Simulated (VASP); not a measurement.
# Si (P1) in VASP: further runs, part 2 of 2

VASP 6.6.1.

### Step 3. Single point, PBE

INCAR

```
ALGO = Fast
EDIFF = 1E-6
ENCUT = 520
GGA = PE
ISIF = 2
ISMEAR = -1
LASPH = True
LCHARG = False
LREAL = Auto
LWAVE = False
NBANDS = 46
NELM = 100
PREC = Accurate
SIGMA = 0.3
```

KPOINTS

```
k-points
0
Gamma
  2 2 2
```

POSCAR

```
Si
1.0
    0.0000000000      5.6052810000      5.6052810000
    5.6052810000      0.0000000000      5.6052810000
    5.6052810000      5.6052810000      0.0000000000
Si
16
Direct
    0.0374468292      0.0025333253      0.0145577001
    0.2071082609      0.1532126578      0.1032062443
    0.1294404330      0.0196867918      0.4532600596
    0.1969303591      0.1751830105      0.6386031316
   -0.0240219893      0.5275471471      0.0258417018
    0.1991247183      0.6188717390      0.0933673084
    0.0761960016      0.5290903346      0.4800829789
    0.1007978012      0.6788419706      0.6677988133
    0.5879098657      0.0495068847     -0.0492392799
    0.6676650109      0.1048029528      0.1735417011
    0.5515334557      0.0021765189      0.5077176327
    0.7675886365      0.1790543596      0.5969816678
    0.5859741911      0.5332738894     -0.0582932417
    0.6131717571      0.6614833404      0.1251319961
    0.5107594071      0.5342551069      0.4921162739
    0.7041573830      0.6366852973      0.5832535425
```

Potentials or basis: VASP PAW PBE potentials, release 64 (Si).

Launch:

```console
cat potpaw_PBE.64/Si/POTCAR > POTCAR
mpirun -np 1 vasp_std > vasp.out
```

OUTCAR:

```text
EDIFF = 1E-6
   ENCUT = 520
   GGA = PE
   ISIF = 2
   ISMEAR = -1
   LASPH = True
   LREAL = Auto
   NELM = 100
   PREC = Accurate

 ion  position               nearest neighbor table
   1  0.037  0.003  0.015-  10 2.41   4 2.50   6 2.51   2 2.67
   2  0.207  0.153  0.103-   3 2.28   9 2.47   5 2.53   1 2.67
   3  0.129  0.020  0.453-   2 2.28  12 2.38   8 2.42   4 2.69
   4  0.197  0.175  0.639-   7 2.31  11 2.35   1 2.50   3 2.69
   5  0.976  0.528  0.026-   8 2.33  14 2.35   2 2.53   6 2.56
   6  0.199  0.619  0.093-   1 2.51  13 2.52   7 2.53   5 2.56
   7  0.076  0.529  0.480-   4 2.31  16 2.42   8 2.44   6 2.53
   8  0.101  0.679  0.668-   5 2.33   3 2.42   7 2.44  15 2.68
   9  0.588  0.050  0.951-  12 2.35  10 2.42   2 2.47  14 2.61
  10  0.668  0.105  0.174-  11 2.16   1 2.41   9 2.42  13 2.84
  11  0.552  0.002  0.508-  10 2.16   4 2.35  16 2.39
  12  0.768  0.179  0.597-   9 2.35   3 2.38  15 2.53
  13  0.586  0.533  0.942-  14 2.28  16 2.32   6 2.52  10 2.84
  14  0.613  0.661  0.125-  13 2.28   5 2.35  15 2.38   9 2.61
  15  0.511  0.534  0.492-  14 2.38  12 2.53  16 2.54   8 2.68
  16  0.704  0.637  0.583-  13 2.32  11 2.39   7 2.42  15 2.54

  LATTYP: Found a face centered cubic cell.
 ALAT       =    11.2105620000

  Lattice vectors:

 A1 = (   0.0000000000,   5.6052810000,   5.6052810000)
 A2 = (   5.6052810000,   0.0000000000,   5.6052810000)
 A3 = (   5.6052810000,   5.6052810000,   0.0000000000)

Analysis of symmetry for initial positions (statically):
=====================================================================
 Subroutine PRICEL returns:
 Original cell was already a primitive cell.

 Routine SETGRP: Setting up the symmetry group for a
 face centered cubic supercell.

 Subroutine GETGRP returns: Found  1 space group operations
 (whereof  1 operations were pure point group operations)
 out of a pool of 48 trial point group operations.

The static configuration has the point symmetry C_1 .
[... 148 lines left out ...]
   LORBIT       =      0    0 simple, 1 ext, 2 COOP (PROOUT), +10 PAW based schemes
   GGA     = PE    functional components
   LHFCALC =     F    Hartree Fock is set to
   AEXX    =    0.0000 exact exchange contribution
   IVDW    =     0    specifies the selected vdW correction
   LEPSILON=     F    determine dielectric tensor
   LRPA    =     F    only Hartree local field effects (RPA)
 non-spin polarized calculation
 RMM-DIIS sequential band-by-band and
  energy-cutoff  :      520.00
  volume of cell :      352.23
 maximum number of plane-waves:      9528
 NGX is ok and might be reduce to    60
   NGX = 29   NGY = 29   NGZ = 29

 number of electron      64.0000000 magnetization

 Free energy of the ion-electron system (eV)
  ---------------------------------------------------
  ext. energy  EPLUGINS =         0.00000000
  ---------------------------------------------------
  free energy    TOTEN  =       -80.62462000 eV

  energy without entropy =      -79.01334648  energy(sigma->0) =      -79.81898324

 E-fermi :   5.1858     XC(G=0):  -9.1253

 val. band max:        5.1781295947   @ k =   0.5000   0.0000   0.0000
 cond. band min:       5.2645887940   @ k =   0.5000   0.5000   0.5000
 fundamental gap:      0.0864591993
 Fermi energy:         5.1857716531

 k-point     1 :       0.0000    0.0000    0.0000
  band No.  band energies     occupation
      1      -6.4799      2.00000
      2      -4.6454      2.00000
      3      -4.4948      2.00000
      4      -4.3228      2.00000
      5      -3.9452      2.00000
      6      -3.1046      2.00000
[... 365 lines left out ...]
     43       8.6621      0.00002
     44       8.7005      0.00002
 [bands above 44 left out]

------------------------ aborting loop because EDIFF is reached ----------------------------------------

  FORCE on cell =-STRESS in cart. coord.  units (eV):
  Direction    XX          YY          ZZ          XY          YZ          ZX
  --------------------------------------------------------------------------------------
  -------------------------------------------------------------------------------------
  Total      -10.2027128     -9.4519274    -12.8052266      2.9649769     -4.2887995     -2.5793176
  in kB      -46.4092000    -42.9940932    -58.2472849     13.4868253    -19.5085128    -11.7325722
  external PRESSURE =     -49.2168594 kB  Pullay stress =       0.0000000 kB

 VOLUME and BASIS-vectors are now :
 -----------------------------------------------------------------------------
  energy-cutoff  :      520.00
  volume of cell :      352.23
      direct lattice vectors                 reciprocal lattice vectors
     0.000000000  5.605281000  5.605281000    -0.089201594  0.089201594  0.089201594
     5.605281000  0.000000000  5.605281000     0.089201594 -0.089201594  0.089201594
     5.605281000  5.605281000  0.000000000     0.089201594  0.089201594 -0.089201594

 POSITION                                       TOTAL-FORCE (eV/Angst)
 -----------------------------------------------------------------------------------
      0.09580      0.29150      0.22410        -0.199725      0.786302      0.956089
      1.43730      1.73940      2.01970        -0.799633     -1.530689     -0.123534
      2.65100      3.26620      0.83590         1.554983      0.933871     -0.519813
      4.56150      4.68340      2.08580        -0.760970     -0.028863     -1.631443
      3.10190      5.61548      8.42768        -0.422440      1.619878      0.874589
      3.99230      1.63950      4.58510         0.880483     -0.213987      0.065012
[... 8 lines left out ...]
      5.75310      5.62140      5.85760         0.436032      0.874422     -0.036805
      6.83810      7.21630      7.51580        -0.242946     -0.520942     -0.252872
 -----------------------------------------------------------------------------------
    total drift:                               -0.000828     -0.002955     -0.001130

  FREE ENERGIE OF THE ION-ELECTRON SYSTEM (eV)
  ---------------------------------------------------
  free  energy   TOTEN  =       -80.6246199971 eV

  energy  without entropy=      -79.0133464784  energy(sigma->0) =      -79.81898324
```

OSZICAR:

```text
N       E                     dE             d eps       ncg     rms          rms(c)
DAV:   1     0.150129248291E+03    0.15013E+03   -0.23585E+04   736   0.113E+03
DAV:   2    -0.679862830168E+02   -0.21812E+03   -0.20644E+03   902   0.163E+02
DAV:   3    -0.814668962186E+02   -0.13481E+02   -0.13070E+02   960   0.360E+01
DAV:   4    -0.817770532321E+02   -0.31016E+00   -0.30821E+00   896   0.672E+00
DAV:   5    -0.817863517709E+02   -0.92985E-02   -0.92860E-02   952   0.108E+00    0.119E+01
RMM:   6    -0.809367405638E+02    0.84961E+00   -0.61585E-01   760   0.203E+00    0.708E+00
RMM:   7    -0.806156272938E+02    0.32111E+00   -0.11521E+00   802   0.300E+00    0.637E-01
RMM:   8    -0.806197493283E+02   -0.41220E-02   -0.12768E-01   841   0.140E+00    0.311E-01
RMM:   9    -0.806238381504E+02   -0.40888E-02   -0.33742E-02   896   0.691E-01    0.271E-01
RMM:  10    -0.806243516630E+02   -0.51351E-03   -0.47184E-03   842   0.294E-01    0.103E-01
RMM:  11    -0.806246023717E+02   -0.25071E-03   -0.18294E-03   898   0.171E-01    0.418E-02
RMM:  12    -0.806246095442E+02   -0.71726E-05   -0.37360E-04   936   0.740E-02    0.239E-02
RMM:  13    -0.806246169201E+02   -0.73759E-05   -0.94854E-05   909   0.377E-02    0.114E-02
RMM:  14    -0.806246190288E+02   -0.21087E-05   -0.31492E-05   913   0.190E-02    0.805E-03
RMM:  15    -0.806246201411E+02   -0.11123E-05   -0.96600E-06   783   0.103E-02    0.170E-03
RMM:  16    -0.806246199971E+02    0.14402E-06   -0.20300E-06   536   0.466E-03
   1 F= -.80624620E+02 E0= -.79818983E+02  d E =-.161127E+01
```

Run time: 8.4 min. Hardware: 1 thread of AMD EPYC 7R43 (Zen 3), shared host; peak memory 0.42 GiB.

Results:

```
Free energy            : -80.6246 eV
Pressure               : -4.9 GPa
Largest force          : 3.725 eV/Å
Band gap on the k mesh : none (metal or under the smearing width)
```

Forces in eV/Å, atoms in the order of the input:
```
Si  -0.200  0.786  0.956
Si  -0.800 -1.531 -0.124
Si   1.555  0.934 -0.520
Si  -0.761 -0.029 -1.631
Si  -0.422  1.620  0.875
Si   0.880 -0.214  0.065
Si   0.154 -0.849  0.414
Si  -1.728 -0.007  1.107
Si   0.356  0.511 -1.293
Si  -1.508 -2.164  2.631
Si   1.432  1.649 -0.296
Si   0.113 -1.365 -0.777
Si  -0.058  0.157 -2.395
Si   0.794  0.148  1.277
Si   0.436  0.874 -0.037
Si  -0.243 -0.521 -0.253
```

Caveat: the k mesh is coarse (spacing up to 0.49 Å⁻¹), so the values aren't converged; forces of over 1 eV/Å show positions far from the minimum, so gaps and moduli don't describe the material at rest.

### Step 4. Single point, PBE

INCAR

```
  PREC = Accurate
  ENCUT = 520
  EDIFF = 1E-6
  ISMEAR = -1
  SIGMA = 0.3
  LREAL = Auto
  LASPH = T
  NELM = 60
  ALGO = Fast
  ISIF = 2
  LWAVE = F
  LCHARG = F
  GGA = PE
  NBANDS = 46
```

KPOINTS

```
regular mesh
0
Gamma
  2 2 2
```

POSCAR

```
Si
1.0
    0.0000000000      5.6052810000      5.6052810000
    5.6052810000      0.0000000000      5.6052810000
    5.6052810000      5.6052810000      0.0000000000
Si
16
Direct
    0.0196689515      0.0089290796     -0.0205788077
    0.0813429336      0.1755398168      0.0659467384
    0.0262252686     -0.0401585576      0.4755693782
    0.0699429699      0.1317239939      0.6092201265
    0.2084016841      0.4244301044     -0.0767936523
   -0.0367242962      0.6857729345      0.1542741568
   -0.1458624465      0.5213119556      0.4901449187
    0.0894602786      0.5651010181      0.6339289681
    0.6543026121     -0.0812358917     -0.0113018420
    0.6090149629      0.1909627724      0.0523791760
    0.4132263842      0.1498140771      0.4666581390
    0.6603147996      0.1788937968      0.5619432817
    0.5504184358      0.5515958968     -0.1110827450
    0.7369746494      0.5254419894      0.0921541668
    0.4841773321      0.5078157545      0.5348795181
    0.5374039232      0.7639402913      0.5528001183
```

Potentials or basis: VASP PAW PBE potentials, release 64 (Si).

Launch:

```console
cat potpaw_PBE.64/Si/POTCAR > POTCAR
mpirun -np 1 vasp_std > vasp.out
```

OUTCAR:

```text
PREC = Accurate
   ENCUT = 520
   EDIFF = 1E-6
   ISMEAR = -1
   LREAL = Auto
   LASPH = T
   NELM = 60
   ISIF = 2
   GGA = PE

 ion  position               nearest neighbor table
   1  0.020  0.009  0.979-   2 2.08   6 2.38   4 2.47  10 2.70
   2  0.081  0.176  0.066-   1 2.08   5 2.19   3 2.73  14 2.76
   3  0.026  0.960  0.476-   4 2.32  12 2.46   8 2.60   2 2.73
   4  0.070  0.132  0.609-   3 2.32  11 2.42   1 2.47   7 2.60
   5  0.208  0.424  0.923-   2 2.19   8 2.44  15 2.72   6 2.76  14 3.08
   6  0.963  0.686  0.154-   7 2.21   1 2.38   9 2.72   5 2.76  14 2.98
   7  0.854  0.521  0.490-   6 2.21  16 2.26   4 2.60  15 2.82   8 2.84  13 2.90
   8  0.089  0.565  0.634-   5 2.44   3 2.60  15 2.66   7 2.84
   9  0.654  0.919  0.989-  10 2.27  14 2.60   6 2.72  12 2.94
  10  0.609  0.191  0.052-   9 2.27  13 2.37   1 2.70  11 2.76
  11  0.413  0.150  0.467-   4 2.42  16 2.52  12 2.56  10 2.76
  12  0.660  0.179  0.562-  15 2.21   3 2.46  11 2.56   9 2.94
  13  0.550  0.552  0.889-  16 2.36  10 2.37  14 2.56   7 2.90
  14  0.737  0.525  0.092-  13 2.56   9 2.60   2 2.76   6 2.98  15 3.02   5 3.08
  15  0.484  0.508  0.535-  12 2.21  16 2.35   8 2.66   5 2.72   7 2.82  14 3.02
  16  0.537  0.764  0.553-   7 2.26  15 2.35  13 2.36  11 2.52
[... 206 lines left out ...]
      1      -6.8152      2.00000
      2      -5.1586      2.00000
      3      -4.5668      2.00000
      4      -4.3816      2.00000
      5      -3.9849      2.00000
      6      -3.7034      2.00000
[... 365 lines left out ...]
     43       8.2704      0.00005
     44       8.4079      0.00003
 [bands above 44 left out]

------------------------ aborting loop because EDIFF is reached ----------------------------------------

  FORCE on cell =-STRESS in cart. coord.  units (eV):
  Direction    XX          YY          ZZ          XY          YZ          ZX
  --------------------------------------------------------------------------------------
  -------------------------------------------------------------------------------------
  Total       -5.3964066    -15.2494388     -2.1235882      1.7457825      3.2514088      6.5070449
  in kB      -24.5466982    -69.3653019     -9.6595907      7.9410616     14.7897214     29.5986716
  external PRESSURE =     -34.5238636 kB  Pullay stress =       0.0000000 kB

 VOLUME and BASIS-vectors are now :
 -----------------------------------------------------------------------------
  energy-cutoff  :      520.00
  volume of cell :      352.23
      direct lattice vectors                 reciprocal lattice vectors
     0.000000000  5.605281000  5.605281000    -0.089201594  0.089201594  0.089201594
     5.605281000  0.000000000  5.605281000     0.089201594 -0.089201594  0.089201594
     5.605281000  5.605281000  0.000000000     0.089201594  0.089201594 -0.089201594

 POSITION                                       TOTAL-FORCE (eV/Angst)
 -----------------------------------------------------------------------------------
      5.53998      5.60018      0.16030        -2.200252     -2.582593     -2.178651
      1.35360      0.82560      1.43990         2.869810      2.212807     -0.187479
      8.04588      2.81270      5.52718        -0.416446     -1.003623     -0.248856
      4.15320      3.80690      1.13040         0.946775      0.269911      0.590369
      7.55388      6.34298      3.54720         1.183043     -0.165277      2.089778
      4.70870      6.26418      9.24338        -1.779163     -1.617965      0.870907
[... 8 lines left out ...]
      5.84460      5.71210      5.56040         0.916931     -1.403419     -0.028733
      7.38070      6.11090      7.29440         0.996215     -0.577149      0.075383
 -----------------------------------------------------------------------------------
    total drift:                               -0.001394      0.005072     -0.002815

  FREE ENERGIE OF THE ION-ELECTRON SYSTEM (eV)
  ---------------------------------------------------
  free  energy   TOTEN  =       -76.5836708673 eV

  energy  without entropy=      -74.4368179866  energy(sigma->0) =      -75.51024443
```

OSZICAR:

```text
N       E                     dE             d eps       ncg     rms          rms(c)
DAV:   1     0.153308369054E+03    0.15331E+03   -0.23641E+04   736   0.113E+03
DAV:   2    -0.630593658174E+02   -0.21637E+03   -0.20308E+03   872   0.163E+02
DAV:   3    -0.775769294560E+02   -0.14518E+02   -0.13906E+02   944   0.367E+01
DAV:   4    -0.780167887353E+02   -0.43986E+00   -0.43357E+00   936   0.722E+00
DAV:   5    -0.780303316603E+02   -0.13543E-01   -0.13503E-01   930   0.125E+00    0.115E+01
RMM:   6    -0.768394716320E+02    0.11909E+01   -0.15872E+00   759   0.280E+00    0.668E+00
RMM:   7    -0.765822761541E+02    0.25720E+00   -0.14348E+00   800   0.303E+00    0.151E+00
RMM:   8    -0.765791272272E+02    0.31489E-02   -0.17427E-01   857   0.164E+00    0.425E-01
RMM:   9    -0.765831735934E+02   -0.40464E-02   -0.43184E-02   980   0.764E-01    0.339E-01
RMM:  10    -0.765834144062E+02   -0.24081E-03   -0.65382E-03   841   0.314E-01    0.113E-01
RMM:  11    -0.765836079098E+02   -0.19350E-03   -0.18080E-03   931   0.168E-01    0.458E-02
RMM:  12    -0.765836523740E+02   -0.44464E-04   -0.53522E-04   944   0.819E-02    0.357E-02
RMM:  13    -0.765836672580E+02   -0.14884E-04   -0.94282E-05   855   0.381E-02    0.800E-03
RMM:  14    -0.765836703433E+02   -0.30853E-05   -0.36658E-05   979   0.201E-02    0.451E-03
RMM:  15    -0.765836708673E+02   -0.52393E-06   -0.52570E-06   707   0.722E-03
   1 F= -.76583671E+02 E0= -.75510244E+02  d E =-.214685E+01
```

Run time: 7.4 min. Hardware: 1 thread of AMD EPYC 7R43 (Zen 3), shared host; peak memory 0.41 GiB.

Results:

- Free energy: -76.5837 eV
- Pressure: -3.5 GPa
- Largest force: 4.032 eV/Å
- Band gap on the k mesh: none (metal or under the smearing width)

Forces on the atoms (eV/Å):
```
Si  -2.200 -2.583 -2.179
Si   2.870  2.213 -0.187
Si  -0.416 -1.004 -0.249
Si   0.947  0.270  0.590
Si   1.183 -0.165  2.090
Si  -1.779 -1.618  0.871
Si  -0.047  2.803 -0.752
Si   0.014 -0.444  0.647
Si  -1.305  0.087 -0.373
Si   1.279  0.886  0.243
Si  -1.162  0.198  0.580
Si  -1.347  0.956 -1.370
Si  -0.009  0.693 -0.035
Si   0.061 -0.312  0.078
Si   0.917 -1.403 -0.029
Si   0.996 -0.577  0.075
```

Stress tensor (GPa, compression positive):
```
-2.45  0.79  2.96
 0.79 -6.94  1.48
 2.96  1.48 -0.97
```

Caveat: the k mesh is coarse (spacing up to 0.49 Å⁻¹), so the values aren't converged; forces of over 1 eV/Å show positions far from the minimum, so gaps and moduli don't describe the material at rest.
